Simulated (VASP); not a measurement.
Wanted: the native input for a VASP 6.6.1 run.

```yaml
Task: relaxation of cell and atoms
Functional: PBEsol
Potentials_or_basis: VASP PAW PBE potentials, release 64 (Rb_sv, Br)
Cutoff: 600 eV
k_mesh: 8 × 8 × 8
Occupations: gaussian, width 0.03 eV
Spin: no spin polarisation
Further_INCAR_settings: ALGO = Normal; EDIFF = 1e-06; IBRION = 2; EDIFFG = -0.01; NSW = 90; ISIF = 3
```

The structure of RbBr lies in POSCAR:

```
RbBr
1.0
    0.0000000000      3.4270000000      3.4270000000
    3.4270000000      0.0000000000      3.4270000000
    3.4270000000      3.4270000000      0.0000000000
Rb Br
1 1
Direct
    0.0000000000      0.0000000000      0.0000000000
    0.5000000000      0.5000000000      0.5000000000
```

The input as run:

INCAR

```
SYSTEM = RbBr
PREC = Accurate
ENCUT = 600
EDIFF = 1E-6
ISMEAR = 0
SIGMA = 0.03
LREAL = .FALSE.
LASPH = .TRUE.
NELM = 80
ALGO = Normal
ISIF = 3
LWAVE = .FALSE.
LCHARG = .FALSE.
GGA = PS
IBRION = 2
NSW = 90
EDIFFG = -0.01
```

KPOINTS

```
Automatic mesh
0
G
  8 8 8
  0 0 0
```

Potentials or basis: VASP PAW PBE potentials, release 64 (Rb_sv, Br).

The run is started by

```console
$ cat potpaw_PBE.64/Rb_sv/POTCAR potpaw_PBE.64/Br/POTCAR > POTCAR
$ mpirun -np 1 vasp_std > vasp.out
```

It gave:

```yaml
Pressure_after_relaxing: 0.0 GPa
Band_gap_on_the_k_mesh: 4.21 eV, direct
```

Caveat: the relaxation stopped at its first step, so nothing moved; the PAW data sets were made with another functional, which shifts forces and pressure a little.

It took 51 s on 1 thread of AMD EPYC 7R43 64-Core Processor (Zen 3) (shared host), peak memory 0.21 GiB.
